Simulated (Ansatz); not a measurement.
Take ZnTe in the zinc blende structure (space group F-43m, No. 216; a = 6.114 Å) as the base.

Computed with r2SCAN, PAW, 500 eV (Ansatz, a quantum-chemistry and plane-wave program; without spin-orbit coupling).

One change was made to it. Results:

```csv
quantity,base,after
density,5.61 g/cm³,8.39 g/cm³
"valley order (the lowest conduction-band minima on the path, energy above the VBM, named in the base's zone)","Γ 1.79 eV; L along ⟨111⟩ 2.20 eV; a point along ⟨100⟩, about 0.9 Å⁻¹ from Γ 2.55 eV","a point along ⟨100⟩, about 0.9 Å⁻¹ from Γ 1.36 eV; L along ⟨111⟩ 2.77 eV"
"hole mass (degenerate bands, along [100])","0.11, 0.45, 0.45 mₑ (at Γ)","0.17, 0.22, 0.22 mₑ (at Γ)"
```

Problem. Name the change that was made.
A) pressure 15 GPa
B) pressure 7 GPa
C) pressure 50 GPa
D) pressure −1 GPa

Solution. C, pressure 50 GPa. For comparison, the valley order in the other runs: pressure −1 GPa gives Γ 1.68 eV; L along ⟨111⟩ 2.17 eV; a point along ⟨100⟩, about 0.9 Å⁻¹ from Γ 2.58 eV; pressure 7 GPa gives a point along ⟨100⟩, about 0.9 Å⁻¹ from Γ 2.33 eV; L along ⟨111⟩ 2.36 eV; Γ 2.37 eV; pressure 15 GPa gives a point along ⟨100⟩, about 0.9 Å⁻¹ from Γ 2.10 eV; L along ⟨111⟩ 2.48 eV; Γ 2.85 eV.

Spin-orbit coupling, missing from the scalar runs, can matter with Te. The levels and masses belong to the bands next to the band gap. Load acts through the strain it causes; cell and atoms are relaxed under it. Masses are band curvatures over ±0.01 Å⁻¹ around the edge. Whether these cells are dynamically stable was not tested. Measured, ZnTe leaves this structure (for cinnabar) near 9.5 GPa (temperature not stated; as listed in Datta, Sujoy, Jana, Debnarayan, arXiv (2020)), on rising pressure, with hysteresis.
